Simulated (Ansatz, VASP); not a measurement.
**AgCl: VASP beside Ansatz**

```
Ag Cl
1.0
     0.00000    2.74542    2.77315
     2.74542    0.00000    2.77315
     2.74542    2.74542    0.00000
Ag Cl
1 1
Direct
  0.50000 0.50000 0.50000
  0.00000 0.00000 0.00000
```

Change from the starting cell: equal xx and yy strain of -1 %.

Alike in both runs: task single point; functional PBEsol; k mesh 9 × 9 × 9; occupations fermi-dirac, width 0.01 eV; no spin polarisation.

|  | VASP | Ansatz |
| --- | --- | --- |
| version | VASP 6.6.1 | Ansatz 0.2.0 |
| potentials or method | VASP PAW PBE potentials, release 64 (Ag, Cl), cutoff 520 eV | all-electron LAPW, scalar-relativistic |

```tsv
	VASP	Ansatz	Ansatz less VASP
gap on the k mesh at the Fermi level (eV)	0.74	0.75	+0.005
pressure (GPa)	-1.8	-1.7	+0.11
largest component of the traceless stress (GPa)	0.13	0.13	+0.005
```

Ansatz ran all-electron here, so the differences hold the error of VASP's frozen core and of both bases.

Caveats: the PAW data sets were made with another functional, which shifts forces and pressure a little (VASP); an odd mesh through Γ misses points on the zone boundary, where band edges often lie.
